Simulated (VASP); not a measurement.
A run of VASP 6.6.1:

INCAR

```
PREC = Accurate
ENCUT = 900
EDIFF = 1E-6
ISMEAR = -1
SIGMA = 0.05
LREAL = False
LASPH = True
NELM = 100
ALGO = Normal
ISIF = 3
LWAVE = False
LCHARG = False
GGA = PE
IBRION = 2
NSW = 60
EDIFFG = -0.02
```

Contents of KPOINTS:

```
Automatic mesh
0
Gamma
  6 6 3
```

The input POSCAR:

```
ZrH6
1.0
    3.3879800000      0.0000000000      0.0000000000
    0.0000000000      3.3879800000      0.0000000000
    0.0000000000      0.0000000000      8.4110100000
Zr H
1 6
Direct
    0.5000000000      0.5000000000      0.5000000000
    0.0000000000      0.5000000000      0.6315000000
    0.5000000000      0.0000000000      0.6315000000
    0.0000000000      0.5000000000      0.3685000000
    0.5000000000      0.0000000000      0.3685000000
    0.5000000000      0.5000000000      0.9553900000
    0.5000000000      0.5000000000      0.0446100000
```

Potentials or basis: VASP PAW PBE potentials, release 64 (Zr_sv, H_h).

Run with:

```bash
$ cat potpaw_PBE.64/Zr_sv/POTCAR potpaw_PBE.64/H_h/POTCAR > POTCAR
$ mpirun -np 1 vasp_std > vasp.out
```

Hardware: 1 thread of AMD EPYC 9R45 96-Core Processor (Zen 5) (shared host).

Problem. How long does it take, and how much memory?

Solution. Run time: 39 s on 1 thread of AMD EPYC 9R45 96-Core Processor (Zen 5), with other jobs on the host, peak memory 0.31 GiB. Counts: scf iterations 15, k points 20, ion steps 1.
